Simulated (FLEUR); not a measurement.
The system is GaN.

```
Ga N
1.0
     3.18000    0.00000    0.00000
    -1.59000    2.75396    0.00000
     0.00000    0.00000    5.16600
Ga N
2 2
Direct
  0.66667 0.33333 0.50000
  0.33333 0.66667 0.00000
  0.66667 0.33333 0.87500
  0.33333 0.66667 0.37500
```

Base run:

| Quantity | Value |
| --- | --- |
| Program | FLEUR MaX-R8.1 (later development tree) |
| Functional | r2SCAN |
| Potentials or basis | all-electron |
| Basis | FLAPW |
| Kmax | 5.1 1/bohr |
| k mesh | 8 × 8 × 4 |
| Occupations | fermi-dirac, width 0.05 eV |
| Spin | spin-orbit coupling, no magnetisation |

Its results: band gap on the k mesh 2.40 eV, direct.

Problem. The run is repeated on the same cell with these changes: functional from r2SCAN to RPBE. What comes out?

Solution. Band gap on the k mesh 2.10 eV, direct.

r2SCAN gives the wider gap, since meta-GGAs in the generalised Kohn-Sham scheme recover part of the derivative discontinuity.

Caveats: spin-orbit coupling is added in second variation on a limited number of bands; the meta-GGA is that of a development version, with a GGA for the radial functions and cores and without core tails (some runs).

Not every run made on this cell is shown here.
